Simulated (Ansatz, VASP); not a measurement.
**Li: VASP beside Ansatz**

```xyz
1
Lattice="0.0000 2.2020 2.2020 2.2020 0.0000 2.2020 2.2020 2.2020 0.0000" Properties=species:S:1:pos:R:3 pbc="T T T"
Li    0.0000    0.0000    0.0000
```

This isn't the form of Li at room conditions, which is bcc.

Alike in both runs: task relaxation of cell and atoms; functional BLYP; dispersion D3(BJ); k mesh 13 × 13 × 13; no spin polarisation.

|  | VASP | Ansatz |
| --- | --- | --- |
| version | VASP 6.6.1 | Ansatz 0.2.0 |
| potentials or method | VASP PAW PBE potentials, release 64 (Li_sv) | plane waves, PAW |
| plane-wave cutoff (eV) | 600 | 420 |
| occupations | methfessel-paxton of order 1, width 0.1 eV | methfessel-paxton of order 1 |
| valence electrons in the cell | 3 | 3 |

```csv
,VASP,Ansatz,Ansatz less VASP
relaxed volume (Å³/atom),15.55,15.60,+0.050
relaxed cell length with the largest relative difference (Å),2.802,2.805,+0.0030
energy change over the relaxation (meV/atom),-79,-75,+3.8
```

Caveats: the cutoff is under 1.25 times the usual one of these potentials, so pressure, stress and relaxed cells hold a basis-set (Pulay) error (VASP); the volume moved by over 15 % at a fixed basis, so the end points are rough (VASP); the PAW data sets were made with another functional, which shifts forces and pressure a little (VASP); the volume moved by -27 % from the deposited cell, more than functionals usually miss; pairwise dispersion overbinds metals, which lowers pressure and volume.
